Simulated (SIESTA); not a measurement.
Crystal: Bi.

```xyz
2
Lattice="3.4886 -3.1326 0.0000 3.4886 3.1326 0.0000 -1.2602 0.0000 3.1136" Properties=species:S:1:pos:R:3 pbc="T T T"
Bi    4.1738    0.0000    2.6695
Bi    1.5432    0.0000    0.4440
```

This isn't the form of Bi at room conditions, which is rhombohedral.

| Quantity | Value |
| --- | --- |
| Program | SIESTA 5.4.2 |
| Task | single point |
| Functional | PBE |
| Potentials or basis | PseudoDojo 0.4 standard (PBE files) |
| Basis | DZP (energy shift 0.003 Ry; two zetas on semicore shells) |
| Grid cutoff | 500 Ry |
| Energy shift | 0.003 Ry |
| k mesh | 6 × 6 × 9 |
| Occupations | fermi-dirac, width 0.05 eV |
| Spin | no spin polarisation |

On this cell: pressure 0.6 GPa; largest force 0.008 eV/Å; band gap on the k mesh none (metal or under the smearing width).

The same run follows on a disturbed copy (atoms moved at random, drawn with an rms of 0.05 Å):

```
CELL_PARAMETERS angstrom
3.48860 -3.13258 0.00000
3.48860 3.13258 0.00000
-1.26023 0.00000 3.11355
ATOMIC_POSITIONS crystal
Bi 0.75023 0.75159 0.84910
Bi 0.24710 0.25308 0.14475
```

What changes?

The energy (extrapolated to zero smearing) moves by +0.9 meV/atom; pressure 0.5 GPa; largest force 0.079 eV/Å; band gap on the k mesh none (metal or under the smearing width).

Forces on the atoms (eV/Å):
```
Bi   0.064  0.023  0.040
Bi  -0.064 -0.023 -0.040
```

Stress tensor (GPa, compression positive):
```
 0.29 -0.02 -0.54
-0.02 -0.17 -0.02
-0.54 -0.02  1.34
```

Caveats: spin-orbit coupling is left out, which moves the levels of the heavy elements; the basis of atomic orbitals isn't converged, which shifts pressures, moduli and gaps.
